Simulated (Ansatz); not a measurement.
Runs of Ansatz 0.2.0 on Cu. It takes space group I4/mmm (No. 139, tetragonal). Conventional cell: a = 2.886 Å, b = 2.886 Å, c = 2.752 Å, α = 90.00°, β = 90.00°, γ = 90.00°. Around Cu (site symmetry 4/mmm) lie 10 Cu at 2.46 to 2.75 Å. This isn't the form of Cu at room conditions, which is fcc.

```csv
task,level,potentials or basis,spin,U,cell,cutoff (eV),smearing,basis error allowed,gap on the mesh (eV),pressure (GPa),V0 of scaled cells (Å³/atom),B0 (GPa)
relaxation of the atoms,LDA+U,"all-electron LAPW, scalar-relativistic",off,Cu d U = 0.0 eV,atoms relaxed from: cell strained at random at fixed volume,-,methfessel-paxton 0.2 eV,0.001 eV/atom,none,-7.5,-,-
band structure,LDA,"all-electron LAPW, scalar-relativistic",off,-,as given,322,fermi-dirac 0.05 eV,0.001 eV/atom,-,(a),-,-
band structure,PBEsol,"all-electron LAPW, inner shells corrected to Dirac's equation",off,-,as given,322,fermi-dirac 0.05 eV,0.001 eV/atom,-,-1.4,-,-
band structure,PBEsol,all-electron PAW datasets made for the crystal,off,-,as given,320,fermi-dirac 0.05 eV,-,-,-1.4,-,-
single point,PBEsol,"all-electron LAPW, scalar-relativistic",off,-,as given,322,fermi-dirac 0.05 eV,0.001 eV/atom,none,-1.4,-,-
equation of state,LDA,"all-electron LAPW, scalar-relativistic",off,-,as given,-,fermi-dirac 0.05 eV,0.001 eV/atom,-,-,10.93,186
band structure,PBEsol,"all-electron LAPW, non-relativistic",off,-,as given,322,fermi-dirac 0.05 eV,0.001 eV/atom,-,3.1,-,-
relaxation of cell and atoms,PBEsol,"all-electron LAPW, scalar-relativistic","collinear, ferromagnetic start",-,relaxed from: cell strained at random at fixed volume,-,methfessel-paxton 0.1 eV,0.001 eV/atom,-,0.0,-,-
equation of state,PBEsol,"all-electron LAPW, scalar-relativistic",off,-,as given,-,fermi-dirac 0.05 eV,0.001 eV/atom,-,-,11.36,165
equation of state,PBEsol,"all-electron LAPW, scalar-relativistic",off,-,as given,-,fermi-dirac 0.05 eV,0.0005 eV/atom,-,-,11.36,165
```

Alike in all rows: k mesh 13 × 13 × 13.

Q: Fill in the values left out.

A: (a) -7.8.

Caveats: the cell was scaled at fixed shape and fractional positions, which overstates the stiffness of a crystal with free parameters, most of all of layers and chains (some runs); U is the effective U less J, on atomic orbitals that reach past the spheres (some runs); U without spin polarisation on a metal has little footing (some runs); the U is typed as a test and isn't derived for this compound (some runs); the program warned that the printed levels may be off, so bands, gaps and densities of states are rough (some runs).

A k mesh can miss the band edges.

A gap of «none» marks a metal or a gap under the smearing width.

Not every run made on this cell is shown here.
